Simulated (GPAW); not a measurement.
# InP (F-43m) in GPAW: reference runs

How does InP come out in PBEsol? The cell is run as given and disturbed.

Program: GPAW 26.7.0. These are calculated values, not measurements. Logs are shortened: lines on timing, memory, paths and dates and some standing lists are left out, and cuts for length are marked. The log counts tension as positive stress, the text compression.

**What was measured.**

From a printed reference work, data compilation, for a bulk crystal of InP at 1.6 K: band gap 1.4236 eV (direct).

The runs below are set against these values where they give the same quantity.

## 1. Starting point

Symmetry: F-43m, No. 216, cubic system. Conventional cell: a = 5.861 Å, b = 5.861 Å, c = 5.861 Å, α = 90.00°, β = 90.00°, γ = 90.00°. Around In (site symmetry -43m) lie 4 P at 2.54 Å. Around P (site symmetry -43m) lie 4 In at 2.54 Å.

## 2. Single point, PBEsol

The input, run.py:

```python
from ase import Atoms
from ase.dft.bandgap import bandgap
from ase.io import write
from ase.units import GPa
from gpaw import GPAW, PW, setup_paths

setup_paths.insert(0, '.')

atoms = Atoms(['In', 'P'],
              cell=[[0.0, 2.9305, 2.9305],
                    [2.9305, 0.0, 2.9305],
                    [2.9305, 2.9305, 0.0]],
              scaled_positions=[[0.0, 0.0, 0.0],
                                [0.75, 0.75, 0.75]],
              pbc=True)

calc = GPAW(mode=PW(600),
            xc='PBEsol',
            kpts={'size': (8, 8, 8), 'gamma': True},
            occupations={'name': 'fermi-dirac', 'width': 0.05},
            nbands=18,
            convergence={'density': 1e-05, 'energy': 1e-05},
            maxiter=150,
            txt='gpaw.txt')
atoms.calc = calc
energy = atoms.get_potential_energy()
forces = atoms.get_forces()
stress = atoms.get_stress()
calc.write('gs.gpw')
write('result.traj', atoms)
print(f'Energy: {energy:.6f} eV')
print('Forces (eV/A):')
print(forces.round(4))
print('Stress (GPa):', (stress / GPa).round(3))
print('Fermi level:', round(calc.get_fermi_level(), 4), 'eV')
print(f'Gap: {bandgap(calc)[0]:.4f} eV, direct: {bandgap(calc, direct=True)[0]:.4f} eV')
```

Potentials or basis: PAW data sets generated in the run's folder for this functional, pw.

On the command line:

```
$ gpaw-setup -f PBEsol In P
$ OMP_NUM_THREADS=1 python run.py
```

gpaw.txt:

```text
__  _  _
 | _ |_)|_||  |
 |__||  | ||/\| - 26.7.0

Input parameters:
  mode=PW(ecut=600.0),
  convergence={'density': 1e-05, 'energy': 1e-05},
  kpts=MonkhorstPack(size=(8, 8, 8), gamma=True),
  maxiter=150,
  nbands=18,
  occupations=Occupations(name='fermi-dirac', width=0.05),
  xc=XC(name='PBEsol')

Diagonalizing LCAO Hamiltonian
Converting LCAO to pw mode

                     P

       In

Atoms  # Å, Bohr magnetons
|   | symbol |        x |        y |        z |    initial magnetic moments |
|---|--------|----------|----------|----------|-----------------------------|
| 0 |     In | 0.000000 | 0.000000 | 0.000000 | ( 0.0000,  0.0000,  0.0000) |
| 1 |      P | 4.395750 | 4.395750 | 4.395750 | ( 0.0000,  0.0000,  0.0000) |

Unit cell  # Å
| periodic |        x |        y |        z |  lengths |    angles |
|----------|----------|----------|----------|----------|-----------|
|      yes | 0.000000 | 2.930500 | 2.930500 | 4.144353 | 60.000000 |
|      yes | 2.930500 | 0.000000 | 2.930500 | 4.144353 | 60.000000 |
|      yes | 2.930500 | 2.930500 | 0.000000 | 4.144353 | 60.000000 |

Number of symmetries: 24
Symmetry operations  # r_c * U_cc + t_c -> r_c
|    | kind |            matrix            |
|----|------|------------------------------|
|  0 |  E   |  1, 0, 0,  0, 1, 0,  0, 0, 1 |
|  1 |  σ   |  1, 0, 0,  0, 0, 1,  0, 1, 0 |
|  2 |  σ   |  1, 0,-1,  0, 1,-1,  0, 0,-1 |
|  3 |  C3  |  1, 0,-1,  0, 0,-1,  0, 1,-1 |
|  4 |  C3  |  1,-1, 0,  0,-1, 1,  0,-1, 0 |
|  5 |  σ   |  1,-1, 0,  0,-1, 0,  0,-1, 1 |
|  6 |  σ   |  0, 1, 0,  1, 0, 0,  0, 0, 1 |
|  7 |  C3  |  0, 1, 0,  0, 0, 1,  1, 0, 0 |
|  8 |  C2  |  0, 1,-1,  1, 0,-1,  0, 0,-1 |
|  9 |  S4  |  0, 1,-1,  0, 0,-1,  1, 0,-1 |
| 10 |  C3  |  0, 0, 1,  1, 0, 0,  0, 1, 0 |
| 11 |  σ   |  0, 0, 1,  0, 1, 0,  1, 0, 0 |
| 12 |  S4  |  0, 0,-1,  1, 0,-1,  0, 1,-1 |
| 13 |  C3  |  0, 0,-1,  0, 1,-1,  1, 0,-1 |
| 14 |  S4  |  0,-1, 1,  1,-1, 0,  0,-1, 0 |
| 15 |  C2  |  0,-1, 1,  0,-1, 0,  1,-1, 0 |
| 16 |  C3  |  0,-1, 0,  1,-1, 0,  0,-1, 1 |
| 17 |  S4  |  0,-1, 0,  0,-1, 1,  1,-1, 0 |
| 18 |  S4  | -1, 1, 0, -1, 0, 1, -1, 0, 0 |
| 19 |  C3  | -1, 1, 0, -1, 0, 0, -1, 0, 1 |
| 20 |  C3  | -1, 0, 1, -1, 1, 0, -1, 0, 0 |
| 21 |  S4  | -1, 0, 1, -1, 0, 0, -1, 1, 0 |
| 22 |  σ   | -1, 0, 0, -1, 1, 0, -1, 0, 1 |
| 23 |  C2  | -1, 0, 0, -1, 0, 1, -1, 1, 0 |

BZ-sampling:
  Number of BZ points: 512
  Number of IBZ points: 29

  Monkhorst-Pack size: [8, 8, 8]
  Monkhorst-Pack shift: [0.0625, 0.0625, 0.0625]

K-points  # in reciprocal-cell coordinates
|     |                                coordinates |     weight |
|-----|--------------------------------------------|------------|
|   0 | (  0.00000000,   0.00000000,   0.00000000) | 0.00195312 |
|   1 | (  0.12500000,   0.12500000,   0.00000000) | 0.01171875 |
|   2 | (  0.12500000,   0.12500000,   0.12500000) | 0.01562500 |
|   3 | (  0.25000000,   0.12500000,   0.12500000) | 0.02343750 |
|   4 | (  0.25000000,   0.25000000,   0.00000000) | 0.01171875 |
|   5 | (  0.25000000,   0.25000000,   0.12500000) | 0.04687500 |
|   6 | (  0.25000000,   0.25000000,   0.25000000) | 0.01562500 |
|   7 | (  0.37500000,   0.25000000,  -0.37500000) | 0.04687500 |
|   8 | (  0.37500000,   0.25000000,   0.12500000) | 0.04687500 |
|   9 | (  0.37500000,   0.25000000,   0.25000000) | 0.04687500 |
| ... |                                            |            |
|  28 | (  0.50000000,   0.50000000,   0.50000000) | 0.00781250 |

Plane wave coefficients: 1700
Cutoff: 600.0 eV

Spin-components: 1 (collinear spins)
Bands:           18
Projectors:      11
Spin-degeneracy: 2
Datatype:        complex128

Parallelization:
  kpt:    1
  domain: 1
  band:   1

Density:
  Valence electrons: 18.0
  Components: 1
  Grid points: [24 24 24]
  Charge: 0.0  # |e|

Potential:
  Grid points: [24 24 24]

species:
  In:
    name:    Indium
    Z:       49.0
    valence: 13
    core:    36
    charge:  0.0  # [|e|]
    compensation charges:
      type: gauss
      rc: 0.36  # [Å]
      lmax: 2
    cutoffs:
      filter: 2.09  # [Å]
      core: 2.48  # [Å]
    projectors
    | kind |    occ | energy [eV] | rcut [Å] |
    |------|--------|-------------|----------|
    |   5s |  2.000 |      -8.248 |    1.185 |
    |   5p |  1.000 |      -2.521 |    1.244 |
    |   4d | 10.000 |     -18.596 |    1.148 |
    |    s |        |      18.964 |    1.185 |
    |    p |        |      24.691 |    1.244 |
    |    d |        |       8.615 |    1.148 |

    Using partial waves for In as LCAO basis

  P:
    name:    Phosphorus
    Z:       15.0
    valence: 5
    core:    10
    charge:  0.0  # [|e|]
    compensation charges:
      type: gauss
      rc: 0.30  # [Å]
      lmax: 2
    cutoffs:
      filter: 1.69  # [Å]
      core: 1.81  # [Å]
    projectors
    | kind |    occ | energy [eV] | rcut [Å] |
    |------|--------|-------------|----------|
    |   3s |  2.000 |     -13.916 |    0.953 |
    |   3p |  3.000 |      -5.479 |    0.953 |
    |    s |        |      13.296 |    0.953 |
    |    p |        |      21.732 |    0.953 |
    |    d |        |       0.000 |    0.953 |

    Using partial waves for P as LCAO basis

Reference energy: -169189.500966  # eV

eigensolver:
[... 26 lines left out ...]
convergence criteria:
- Maximum integral of absolute [dens]ity change: 1e-05 electrons / valence electron
- Maximum [total energy] change in last 3 cyles: 1e-05 eV / valence electron
- Maximum integral of absolute [eigenst]ate change: 4e-08 eV^2 / valence electron
maximum number of iterations: 150

SCF iterations
|iter     | |      energy | eigst |  dens |
|---------|-|-------------|-------|-------|
|iter:   1| |   -9.731748 | -0.27 |       |
|iter:   2| |   -9.660427 | -2.22 | -1.14 |
|iter:   3| |   -9.385041 | -1.82 | -1.18 |
|iter:   4| |   -9.381826 | -3.27 | -1.76 |
|iter:   5| |   -9.381488 | -4.06 | -2.29 |
|iter:   6| |   -9.381514 | -5.48 | -3.07 |
|iter:   7| |   -9.381517c| -6.50 | -3.59 |
|iter:   8| |   -9.381517c| -8.28c| -4.62 |
|iter:   9| |   -9.381517c| -8.60c| -5.39c|

Converged in 9 steps
Energy contributions relative to reference atoms: (reference = -169189.500966)

Energy contributions:
  Kinetic:          20.147832
  Coulomb:         -18.609658
  Zero:              0.123424
  External:          0.000000
  Xc:              -11.043109
  Entropy:          -0.000012
  Spinorbit:         0.000000
  ----------------------------
  Free energy:      -9.381523
  Extrapolated:     -9.381517

dipole moment: (-16.929184, -16.929184, -16.929184)  # |e|*Ang

Fermi level: 5.155
Eigenvalues  # (at kpt = [0.000, 0.000, 0.000])
| band index |      eig [eV] | occ [0-2] |
|------------|---------------|-----------|
|          0 |        -9.256 |     2.000 |
|          1 |        -9.256 |     2.000 |
|          2 |        -9.256 |     2.000 |
|          3 |        -9.099 |     2.000 |
|          4 |        -9.099 |     2.000 |
|          5 |        -6.732 |     2.000 |
|          6 |         4.819 |     1.998 |
|          7 |         4.819 |     1.998 |
|          8 |         4.819 |     1.998 |
|          9 |         5.430 |     0.008 |
|         10 |         8.805 |     0.000 |
|         11 |         8.805 |     0.000 |
|         12 |         8.805 |     0.000 |
|         13 |        13.202 |     0.000 |
|         14 |        14.197 |     0.000 |
|         15 |        14.197 |     0.000 |
|         16 |        15.878 |     0.000 |
|         17 |        15.878 |     0.000 |

Gap: 0.611 eV
Transition (v -> c):
  (s=0, k=0, n=8, [0.00, 0.00, 0.00]) -> (s=0, k=0, n=9, [0.00, 0.00, 0.00])
No difference between direct/indirect transitions

Forces  # eV/Ang
|       x |        y |        z |
|---------|----------|----------|
| 0.00000 | -0.00000 | -0.00000 |  # In   0
| 0.00000 |  0.00000 |  0.00000 |  # P    1

Stress tensor  # eV/Ang^3
|         x |         y |         z |
|-----------|-----------|-----------|
| -0.002250 |  0.000000 |  0.000000 |
|  0.000000 | -0.002250 |  0.000000 |
|  0.000000 |  0.000000 | -0.002250 |

# Writing to gs.gpw (mode='')
```

Run time: 15 s. Hardware: 1 thread of Arm Neoverse V2, shared host; peak memory 0.16 GiB.

What came out:

```yaml
Free_energy: -9.3815 eV
Pressure: 0.4 GPa
Band_gap_on_the_k_mesh: 0.61 eV, direct
```

Levels at points of the mesh, in eV from the valence-band top:
```csv
k point,band 7,band 8,band 9,band 10,band 11,band 12
"(0.00, 0.00, 0.00)",0.00,0.00,0.00,0.61,3.99,3.99
"(0.50, 0.50, 0.00)",-5.81,-2.37,-2.37,1.63,2.17,9.09
"(0.50, 0.50, 0.50)",-5.80,-0.99,-0.99,1.40,4.72,4.72
```

Caveat: spin-orbit coupling is left out, which moves the levels of the heavy elements.

## 3. Single point, PBEsol (atoms moved at random, drawn with an rms of 0.05 Å)

run.py, as its differences from that of step 2:

```diff
@@ -12,4 +12,4 @@
                     [2.9305, 2.9305, 0.0]],
-              scaled_positions=[[0.0, 0.0, 0.0],
-                                [0.75, 0.75, 0.75]],
+              scaled_positions=[[0.007649, -0.008311, -0.011907],
+                                [0.755472, 0.745867, 0.765181]],
               pbc=True)
```

Potentials or basis: PAW data sets generated in the run's folder for this functional, pw.

On the command line:

```
$ gpaw-setup -f PBEsol In P
$ OMP_NUM_THREADS=1 python run.py
```

Run time: 1.8 min. Hardware: 1 thread of Arm Neoverse V2, shared host; peak memory 0.36 GiB.

The run converged. Its results:

```yaml
Free_energy: -9.3247 eV
Pressure: 0.7 GPa
Largest_force: 0.996 eV/Å
Band_gap_on_the_k_mesh: 0.43 eV, direct
```

Forces on the atoms (eV/Å):
```
In   0.755  0.612  0.218
P   -0.755 -0.612 -0.218
```

Stress tensor (GPa, compression positive):
```
0.58 0.62 1.98
0.62 0.69 2.46
1.98 2.46 0.89
```

Levels at points of the mesh, in eV from the valence-band top:
| k point | band 5 | band 6 | band 7 | band 8 | band 9 | band 10 | band 11 | band 12 | band 13 | band 14 |
| --- | --- | --- | --- | --- | --- | --- | --- | --- | --- | --- |
| (0.00, 0.00, 0.00) | -14.13 | -11.73 | -0.44 | -0.16 | 0.00 | 0.43 | 3.71 | 3.77 | 3.98 | 8.17 |
| (0.00, 0.00, 0.50) | -14.11 | -10.07 | -5.71 | -1.34 | -1.03 | 1.05 | 4.19 | 4.65 | 6.68 | 9.20 |
| (0.00, 0.50, 0.00) | -14.11 | -10.00 | -5.95 | -1.42 | -0.93 | 1.18 | 4.16 | 4.87 | 6.74 | 9.11 |
| (0.00, 0.50, 0.50) | -14.09 | -9.33 | -5.99 | -2.63 | -2.47 | 1.37 | 2.04 | 8.88 | 9.19 | 9.45 |
| (0.50, 0.00, 0.00) | -14.11 | -9.98 | -6.01 | -1.41 | -0.93 | 1.22 | 4.18 | 4.90 | 6.76 | 9.09 |
| (0.50, 0.00, 0.50) | -14.09 | -9.33 | -6.00 | -2.61 | -2.48 | 1.38 | 2.01 | 8.88 | 9.21 | 9.43 |
| (0.50, 0.50, 0.00) | -14.09 | -9.33 | -6.02 | -2.55 | -2.51 | 1.42 | 1.97 | 8.88 | 9.28 | 9.37 |
| (0.50, 0.50, 0.50) | -14.12 | -9.89 | -6.29 | -1.31 | -1.05 | 1.39 | 4.45 | 4.84 | 6.83 | 9.00 |

Caveat: spin-orbit coupling is left out, which moves the levels of the heavy elements.

## 4. Against experiment

Step 2. Against the measured gap of InP, 1.4236 eV (direct; 1.6 K; a printed reference work, data compilation), the calculated 0.61 eV is off by -0.81 eV. Spin-orbit coupling on In is left out. The value is that of PBEsol, without temperature or zero-point motion. Semilocal functionals fall short of measured gaps as a rule.
